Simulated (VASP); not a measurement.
**Ti: single point with r2SCAN**

The system is Ti.

```xyz
2
Lattice="-2.5205 2.5205 1.3750 2.5205 -2.5205 1.3750 2.5205 2.5205 -1.3750" Properties=species:S:1:pos:R:3 pbc="T T T"
Ti    0.0000    0.0000    0.0000
Ti    0.0000    2.5205    0.6875
```

The cell was built by a generator and needn't be a form met in nature.

```yaml
Program: VASP 6.6.1
Task: single point
Functional: r2SCAN
Potentials_or_basis: VASP PAW PBE potentials, release 64 (Ti_sv)
Cutoff: 520 eV
k_mesh: 8 × 8 × 8
Occupations: gaussian, width 0.1 eV
Spin: no spin polarisation
```

```
Pressure               : -0.9 GPa
Band gap on the k mesh : none (metal or under the smearing width)
```

Stress tensor (GPa, compression positive):
```
-2.29  0.00  0.00
 0.00 -2.29  0.00
 0.00  0.00  1.94
```

Levels at points of the mesh, in eV from the Fermi level:
| k point | band 9 | band 10 | band 11 | band 12 | band 13 | band 14 | band 15 | band 16 |
| --- | --- | --- | --- | --- | --- | --- | --- | --- |
| (0.00, 0.00, 0.00) | -6.13 | -2.65 | -0.89 | -0.52 | 0.21 | 2.85 | 2.85 | 2.86 |
| (0.50, 0.00, 0.00) | -2.26 | -2.02 | -1.02 | -0.06 | 0.99 | 1.51 | 1.54 | 2.95 |
| (0.50, 0.50, 0.00) | -3.20 | -3.20 | -0.40 | -0.40 | 0.60 | 0.60 | 2.29 | 2.29 |
| (0.50, 0.50, 0.50) | -2.11 | -2.11 | -0.03 | -0.03 | 0.19 | 0.19 | 2.48 | 2.48 |

Run time: 89 s on 1 thread of Intel(R) Xeon(R) 6975P-C (Granite Rapids), with other jobs on the host, peak memory 0.18 GiB.

Caveat: the PAW data sets were made with another functional, which shifts forces and pressure a little.
